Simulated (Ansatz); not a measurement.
# Tc in Ansatz: the effect of target pressure

Crystal: Tc.

```xyz
4
Lattice="2.7394 0.0000 0.0000 -1.3697 2.3724 0.0000 0.0000 0.0000 8.7697" Properties=species:S:1:pos:R:3 pbc="T T T"
Tc    1.3697    0.7908    6.5773
Tc    0.0000    0.0000    4.3848
Tc    0.0000    1.5816    2.1924
Tc    0.0000    0.0000    0.0000
```

Alike in all runs:

| Property | Result |
| --- | --- |
| Program | Ansatz 0.2.0 |
| Task | relaxation of cell and atoms |
| Functional | PBE |
| Potentials or basis | Ansatz PAW earlier set |
| Cutoff | 500 eV (not typed: the program's choice for these potentials) |
| k mesh | 11 × 11 × 3 |
| Occupations | fermi-dirac, width 0.05 eV |
| Spin | no spin polarisation |

Each run relaxes the cell or the atoms first.

| target pressure | relaxed volume (Å³/atom) |
| --- | --- |
| 0 GPa | 14.45 |
| 2 GPa | 14.35 |
| 5 GPa | 14.22 |
| 10 GPa | 14.00 |
| 20 GPa | ? |
| 30 GPa | 13.30 |

What does the run with target pressure 20 GPa give?

Relaxed volume 13.63 Å³/atom.

Worked out: In Murnaghan's law V^(-B') rises as a straight line in P. The other rows fit best with B' = 4.6, V0 = 14.45 Å³/atom and B0 = 298 GPa, which gives 13.63 Å³/atom at 20 GPa, against the run's 13.63.

Caveats: the plane-wave basis is chosen anew once the cell has moved, so the energies of steps on either side of that aren't comparable.
